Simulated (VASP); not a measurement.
# AgCl (Pm-3m) in VASP: a series of runs

Runs on AgCl. Level: PBE. Tasks: single point.

All numbers are computed with VASP 6.6.1; they aren't measurements. Logs are shortened: lines on timing, memory, paths and dates and some standing lists are left out, and cuts for length are marked.

**1. The crystal as given**

It takes space group Pm-3m (No. 221, cubic). Conventional cell: a = 3.434 Å, b = 3.434 Å, c = 3.434 Å, α = 90.00°, β = 90.00°, γ = 90.00°. Ag (site symmetry m-3m) has 8 Cl at 2.97 Å as nearest neighbours. Cl (site symmetry m-3m) has 8 Ag at 2.97 Å as nearest neighbours.

Measurements of this composition are mostly on another form, of space group No. 225.

**2. Single point, PBE**

Input file INCAR:

```
SYSTEM = AgCl
PREC = Accurate
ENCUT = 500
EDIFF = 1E-6
ISMEAR = 0
SIGMA = 0.02
LREAL = .FALSE.
LASPH = .TRUE.
NELM = 80
ALGO = Normal
ISIF = 2
LWAVE = .FALSE.
LCHARG = .FALSE.
GGA = PE
NBANDS = 16
```

Input file KPOINTS:

```
regular mesh
0
G
  5 5 5
  0 0 0
```

Input file POSCAR:

```
AgCl
1.0
    3.4339730000      0.0000000000      0.0000000000
    0.0000000000      3.4339730000      0.0000000000
    0.0000000000      0.0000000000      3.4339730000
Ag Cl
1 1
Direct
    0.0000000000      0.0000000000      0.0000000000
    0.5000000000      0.5000000000      0.5000000000
```

Potentials or basis: VASP PAW PBE potentials, release 64 (Ag_GW, Cl_GW).

The run is started by

```console
cat potpaw_PBE.64/Ag_GW/POTCAR potpaw_PBE.64/Cl_GW/POTCAR > POTCAR
mpirun -np 1 vasp_std > vasp.out
```

OUTCAR:

```text
SYSTEM = AgCl
   PREC = Accurate
   ENCUT = 500
   EDIFF = 1E-6
   ISMEAR = 0
   LREAL = .FALSE.
   LASPH = .TRUE.
   NELM = 80
   ISIF = 2
   GGA = PE

 ion  position               nearest neighbor table
   1  0.000  0.000  0.000-
   2  0.500  0.500  0.500-

  LATTYP: Found a simple cubic cell.
 ALAT       =     3.4339730000

  Lattice vectors:

 A1 = (   3.4339730000,   0.0000000000,   0.0000000000)
 A2 = (   0.0000000000,   3.4339730000,   0.0000000000)
 A3 = (   0.0000000000,   0.0000000000,   3.4339730000)

Analysis of symmetry for initial positions (statically):
=====================================================================
 Subroutine PRICEL returns:
 Original cell was already a primitive cell.

 Routine SETGRP: Setting up the symmetry group for a
 simple cubic supercell.

 Subroutine GETGRP returns: Found 48 space group operations
 (whereof 48 operations were pure point group operations)
 out of a pool of 48 trial point group operations.

The static configuration has the point symmetry O_h .

Analysis of symmetry for dynamics (positions and initial velocities):
=====================================================================
 Subroutine PRICEL returns:
 Original cell was already a primitive cell.

 Routine SETGRP: Setting up the symmetry group for a
 simple cubic supercell.

 Subroutine GETGRP returns: Found 48 space group operations
 (whereof 48 operations were pure point group operations)
 out of a pool of 48 trial point group operations.

The dynamic configuration has the point symmetry O_h .

 Subroutine INISYM returns: Found 48 space group operations
 (whereof 48 operations are pure point group operations),
 and found     1 'primitive' translations

----------------------------------------------------------------------------------------

                                     Primitive cell

  volume of cell :      40.4940

  direct lattice vectors                    reciprocal lattice vectors
     3.433973000  0.000000000  0.000000000     0.291207881  0.000000000  0.000000000
     0.000000000  3.433973000  0.000000000     0.000000000  0.291207881  0.000000000
     0.000000000  0.000000000  3.433973000     0.000000000  0.000000000  0.291207881

  length of vectors
     3.433973000  3.433973000  3.433973000     0.291207881  0.291207881  0.291207881

  position of ions in fractional coordinates (direct lattice)
     0.000000000  0.000000000  0.000000000
     0.500000000  0.500000000  0.500000000

  ion indices of the primitive-cell ions
   primitive index   ion index
                 1           1
                 2           2

----------------------------------------------------------------------------------------

 KPOINTS: regular mesh

Automatic generation of k-mesh.
 Grid dimensions read from file:
 generate k-points for:    5    5    5

 Generating k-lattice:

  Cartesian coordinates                     Fractional coordinates (reciprocal lattice)
     0.058241576  0.000000000  0.000000000     0.200000000  0.000000000  0.000000000
     0.000000000  0.058241576  0.000000000     0.000000000  0.200000000  0.000000000
     0.000000000  0.000000000  0.058241576     0.000000000  0.000000000  0.200000000

  Length of vectors
     0.058241576  0.058241576  0.058241576

  Shift w.r.t. Gamma in fractional coordinates (k-lattice)
     0.000000000  0.000000000  0.000000000

 Subroutine IBZKPT returns following result:
 ===========================================

 Found     10 irreducible k-points:

 Following reciprocal coordinates:
            Coordinates               Weight
  0.000000  0.000000  0.000000      1.000000
  0.200000  0.000000  0.000000      6.000000
  0.400000  0.000000  0.000000      6.000000
  0.200000  0.200000  0.000000     12.000000
  0.400000  0.200000  0.000000     24.000000
  0.400000  0.400000  0.000000     12.000000
  0.200000  0.200000  0.200000      8.000000
  0.400000  0.200000  0.200000     24.000000
  0.400000  0.400000  0.200000     24.000000
  0.400000  0.400000  0.400000      8.000000
   k-points           NKPTS =     10   k-points in BZ     NKDIM =     10   number of bands    NBANDS=     16
   number of dos      NEDOS =    301   number of ions     NIONS =      2
   total plane-waves  NPLWV =  21952
   dimension x,y,z NGX =    28 NGY =   28 NGZ =   28
   dimension x,y,z NGXF=    56 NGYF=   56 NGZF=   56
   ions per type =               1   1
   NGX,Y,Z   is equivalent  to a cutoff of  13.56, 13.56, 13.56 a.u.
   NGXF,Y,Z  is equivalent  to a cutoff of  27.11, 27.11, 27.11 a.u.
 SYSTEM =  AgCl
   PREC   = accura    normal or accurate (medium, high low for compatibility)
   ISTART =      0    job   : 0-new  1-cont  2-samecut
   ICHARG =      2    charge: 1-file 2-atom 10-const
   ISPIN  =      1    spin polarized calculation?
   LNONCOLLINEAR =      F non collinear calculations
   LSORBIT =      F    spin-orbit coupling
   LASPH  =      T    aspherical Exc in radial PAW
   ENCUT  =  500.0 eV  36.75 Ry    6.06 a.u.   6.26  6.26  6.26*2*pi/ulx,y,z
   NELM   =     80;   NELMIN=  2; NELMDL= -5     # of ELM steps
   EDIFF  = 0.1E-05   stopping-criterion for ELM
   LREAL  =      F    real-space projection
   EDIFFG = 0.1E-04   stopping-criterion for IOM
   NSW    =      0    number of steps for IOM
   IBRION =     -1    ionic relax: 0-MD 1-quasi-New 2-CG
   NFREE  =      0    steps in history (QN), initial steepest desc. (CG)
   ISIF   =      2    stress and relaxation
   ISYM   =      2    0-nonsym 1-usesym 2-fastsym
   POTIM  = 0.5000    time-step for ionic-motion
   TEBEG  =    0.0;   TEEND  =   0.0 temperature during run
   PSTRESS=    0.0 pullay stress
   NELECT =      18.0000    total number of electrons
   NUPDOWN=      -1.0000    fix difference up-down
   EMIN   =  10.00;   EMAX   =-10.00  energy-range for DOS
   EFERMI =   0.00;   METHOD = LEGACY
   ISMEAR =     0;   SIGMA  =   0.02  broadening in eV -4-tet -1-fermi 0-gaus
   EFERMI_NEDOS =   21; number of points for ismear=-14 and -15
   IALGO  =     38    algorithm
   IMIX   =      4    mixing-type and parameters
     AMIX     =   0.40;   BMIX     =  1.00
     AMIX_MAG =   1.60;   BMIX_MAG =  1.00
  volume/ion in A,a.u.               =      20.25       136.63
  Fermi-wavevector in a.u.,A,eV,Ry     =   1.249402  2.361027 21.238760  1.561005
  Thomas-Fermi vector in A             =   2.383444
   LORBIT       =      0    0 simple, 1 ext, 2 COOP (PROOUT), +10 PAW based schemes
   GGA     = PE    functional components
   LHFCALC =     F    Hartree Fock is set to
   AEXX    =    0.0000 exact exchange contribution
   IVDW    =     0    specifies the selected vdW correction
   LEPSILON=     F    determine dielectric tensor
   LRPA    =     F    only Hartree local field effects (RPA)
 non-spin polarized calculation
 Gauss-broadening in eV      SIGMA  =   0.02
  energy-cutoff  :      500.00
  volume of cell :       40.49
 maximum number of plane-waves:      1043
 NGX is ok and might be reduce to    28
   NGX = 13   NGY = 13   NGZ = 13

 number of electron      18.0000003 magnetization

 Free energy of the ion-electron system (eV)
  ---------------------------------------------------
  ext. energy  EPLUGINS =         0.00000000
  ---------------------------------------------------
  free energy    TOTEN  =        -5.11907234 eV

  energy without entropy =       -5.11907234  energy(sigma->0) =       -5.11907234

 E-fermi :   3.8217     XC(G=0): -10.3958

 val. band max:        3.6746197066   @ k =   0.4000   0.0000   0.0000
 cond. band min:       4.3464396748   @ k =   0.0000   0.0000   0.0000
 fundamental gap:      0.6718199683
 Fermi energy:         3.8217171656

 k-point     1 :       0.0000    0.0000    0.0000
  band No.  band energies     occupation
      1     -10.7912      2.00000
      2       1.0540      2.00000
      3       1.0540      2.00000
      4       1.9908      2.00000
      5       1.9908      2.00000
      6       1.9908      2.00000
      7       2.2786      2.00000
      8       2.2786      2.00000
      9       2.2786      2.00000
     10       4.3464      0.00000
     11      13.1081      0.00000
     12      13.1081      0.00000
     13      17.2947      0.00000
     14      17.4274      0.00000
     15      17.4274      0.00000
     16      17.4274      0.00000

 k-point     2 :       0.2000    0.0000    0.0000
  band No.  band energies     occupation
      1     -10.6416      2.00000
      2       0.3293      2.00000
      3       1.1031      2.00000
      4       1.3892      2.00000
      5       1.3892      2.00000
      6       1.8152      2.00000
      7       2.0081      2.00000
      8       3.0143      2.00000
      9       3.0143      2.00000
     10       5.7857      0.00000
     11      12.8343      0.00000
     12      13.1003      0.00000
     13      15.6231      0.00000
     14      15.6231      0.00000
     15      17.0279      0.00000
     16      17.3007      0.00000

 k-point     3 :       0.4000    0.0000    0.0000
  band No.  band energies     occupation
      1     -10.3758      2.00000
      2      -1.0223      2.00000
      3       0.9792      2.00000
      4       0.9792      2.00000
      5       1.1844      2.00000
      6       2.0363      2.00000
      7       2.2581      2.00000
      8       3.6746      2.00000
      9       3.6746      2.00000
     10       7.7676      0.00000
     11      10.3654      0.00000
     12      13.0846      0.00000
     13      13.9387      0.00000
     14      13.9387      0.00000
     15      17.2947      0.00000
     16      19.2894      0.00000

 k-point     4 :       0.2000    0.2000    0.0000
  band No.  band energies     occupation
      1     -10.5072      2.00000
      2       0.2344      2.00000
      3       0.7541      2.00000
      4       1.3352      2.00000
      5       1.3420      2.00000
      6       1.8926      2.00000
      7       2.2448      2.00000
      8       2.2464      2.00000
      9       3.2433      2.00000
     10       6.8824      0.00000
     11      12.3575      0.00000
     12      13.3193      0.00000
     13      14.3682      0.00000
     14      15.3586      0.00000
     15      17.2954      0.00000
     16      17.8853      0.00000

 k-point     5 :       0.4000    0.2000    0.0000
  band No.  band energies     occupation
      1     -10.2711      2.00000
      2      -0.6814      2.00000
      3       0.7359      2.00000
      4       1.1613      2.00000
      5       1.3308      2.00000
      6       1.9067      2.00000
      7       2.2463      2.00000
      8       2.6918      2.00000
      9       3.5052      2.00000
     10       8.0177      0.00000
     11      10.4151      0.00000
     12      13.3835      0.00000
     13      14.1902      0.00000
     14      14.6083      0.00000
     15      17.2962      0.00000
     16      18.2705      0.00000

 k-point     6 :       0.4000    0.4000    0.0000
  band No.  band energies     occupation
      1     -10.0905      2.00000
      2      -0.0403      2.00000
      3       0.2881      2.00000
      4       1.3827      2.00000
      5       1.5322      2.00000
      6       1.7334      2.00000
      7       1.8723      2.00000
      8       2.2735      2.00000
      9       3.1210      2.00000
     10       7.0094      0.00000
     11      11.7960      0.00000
     12      12.8531      0.00000
     13      14.8638      0.00000
     14      16.1222      0.00000
     15      17.2919      0.00000
     16      17.3493      0.00000

 k-point     7 :       0.2000    0.2000    0.2000
  band No.  band energies     occupation
      1     -10.3818      2.00000
      2       0.5420      2.00000
      3       0.6315      2.00000
      4       0.6315      2.00000
      5       1.5822      2.00000
      6       1.5822      2.00000
      7       2.0922      2.00000
      8       2.8740      2.00000
      9       2.8740      2.00000
     10       7.4010      0.00000
     11      12.9021      0.00000
     12      12.9021      0.00000
     13      13.6977      0.00000
     14      15.5726      0.00000
     15      15.5726      0.00000
     16      17.2933      0.00000

 k-point     8 :       0.4000    0.2000    0.2000
  band No.  band energies     occupation
      1     -10.1626      2.00000
      2      -0.4324      2.00000
      3       0.4173      2.00000
      4       1.3367      2.00000
      5       1.4985      2.00000
      6       1.7708      2.00000
      7       1.9182      2.00000
      8       2.4961      2.00000
      9       3.5432      2.00000
     10       7.9293      0.00000
     11      10.9618      0.00000
     12      11.7453      0.00000
     13      15.0488      0.00000
     14      15.4612      0.00000
     15      17.2584      0.00000
     16      17.2961      0.00000

 k-point     9 :       0.4000    0.4000    0.2000
  band No.  band energies     occupation
      1      -9.9749      2.00000
      2      -0.1364      2.00000
      3      -0.0253      2.00000
      4       0.8769      2.00000
      5       1.6194      2.00000
      6       2.0041      2.00000
      7       2.0530      2.00000
      8       2.5597      2.00000
      9       3.4157      2.00000
     10       7.2982      0.00000
     11      10.7645      0.00000
     12      11.2430      0.00000
     13      15.3116      0.00000
     14      16.1492      0.00000
     15      17.2955      0.00000
     16      18.2948      0.00000

 k-point    10 :       0.4000    0.4000    0.4000
  band No.  band energies     occupation
      1      -9.7735      2.00000
      2      -0.3536      2.00000
      3      -0.3536      2.00000
      4      -0.1222      2.00000
      5       2.1484      2.00000
      6       2.1484      2.00000
      7       2.8017      2.00000
      8       3.4213      2.00000
      9       3.4213      2.00000
     10       7.9049      0.00000
     11       9.2909      0.00000
     12       9.2909      0.00000
     13      12.7158      0.00000
     14      17.2946      0.00000
     15      19.1238      0.00000
     16      19.1238      0.00000

------------------------ aborting loop because EDIFF is reached ----------------------------------------

  FORCE on cell =-STRESS in cart. coord.  units (eV):
  Direction    XX          YY          ZZ          XY          YZ          ZX
  --------------------------------------------------------------------------------------
  -------------------------------------------------------------------------------------
  Total       -0.0482679     -0.0482679     -0.0482679     -0.0000000     -0.0000000      0.0000000
  in kB       -1.9097592     -1.9097592     -1.9097592     -0.0000000     -0.0000000      0.0000000
  external PRESSURE =      -1.9097592 kB  Pullay stress =       0.0000000 kB

 VOLUME and BASIS-vectors are now :
 -----------------------------------------------------------------------------
  energy-cutoff  :      500.00
  volume of cell :       40.49
      direct lattice vectors                 reciprocal lattice vectors
     3.433973000  0.000000000  0.000000000     0.291207881  0.000000000  0.000000000
     0.000000000  3.433973000  0.000000000     0.000000000  0.291207881  0.000000000
     0.000000000  0.000000000  3.433973000     0.000000000  0.000000000  0.291207881

 POSITION                                       TOTAL-FORCE (eV/Angst)
 -----------------------------------------------------------------------------------
      0.00000      0.00000      0.00000         0.000000      0.000000      0.000000
      1.71699      1.71699      1.71699         0.000000      0.000000      0.000000
 -----------------------------------------------------------------------------------
    total drift:                                0.000000      0.000000      0.000000

  FREE ENERGIE OF THE ION-ELECTRON SYSTEM (eV)
  ---------------------------------------------------
  free  energy   TOTEN  =        -5.1190723402 eV

  energy  without entropy=       -5.1190723402  energy(sigma->0) =       -5.11907234
```

Wall time 8.3 s (1 thread of AMD EPYC 9R45 (Zen 5), shared host); peak memory 0.13 GiB.

Results:

- Free energy: -5.1191 eV
- Pressure: -0.2 GPa
- Band gap on the k mesh: 0.67 eV, indirect (least direct gap 2.07 eV)

Caveat: an odd mesh through Γ misses points on the zone boundary, where band edges often lie.

(Continued in part 2 of 2.)
